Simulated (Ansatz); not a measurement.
## How much do the gradients of TaN depend on the method?

Cell: a structure deposited in the COD, whose atoms a relaxation with PBE at fixed cell left in place.

Space group P6/mmm (No. 191); a = 5.1850, c = 2.9080 Å, γ = 120.00°.

```csv
site,Wyckoff,site symmetry,x,y,z
Ta1,1a,6/mmm,0.0000,0.0000,0.0000
Ta2,2d,-6m2,0.3333,0.6667,0.5000
N,3f,mmm,0.5000,0.0000,0.0000
```

One atom of each set is listed.

First run. Level of theory: DFT, PBE, plane waves and PAW, scalar-relativistic, collinear spin, 420 eV cutoff, Γ-centred 10×10×16 k-points, Fermi–Dirac smearing 0.05 eV (Ansatz 0.2.0). Start moments as typed (μB): 2 on each Ta, none on the rest.

```tsv
site	V_zz (10²¹ V/m²)	η
Ta1	-46.4	0.00
Ta2	-38.2	0.00
N	2.93	0.80
```

Second run. The same atoms and settings, except that the functional is LDA.

(1) Given the first result, estimate the second.

Results:

(1) 

| site | V_zz | η | change of V_zz |
| --- | --- | --- | --- |
| Ta1 | -46.0 | 0.00 | +0.39 |
| Ta2 | -38.4 | 0.00 | -0.26 |
| N | 2.97 | 0.79 | +0.04 |

The largest change of V_zz is on Ta1, from -46.4 to -46.0. In per cent, |V_zz| changes by -1 to +1 on Ta, +1 on N (all sites that start above 2).

The run finds no gap above 0.1 eV (a metal, or nearly one), so the gradients can move by 10 % or more with the k-mesh. Without spin–orbit coupling the gradients at and beside Ta can be off by some per cent, at some sites by more. The start moments die out, and the run ends without spin.
For the first run: At this cell the PBE pressure is 10 GPa, so with PBE the cell would grow if it were relaxed. The entry's cell may itself be off. With these PAW files V_zz is typically within 2 to 3 % of all-electron values, but misses above 10 % occur on Ta.
For the second run: At this cell the principal stresses reach 7 GPa in size with LDA, which can matter for small gradients.
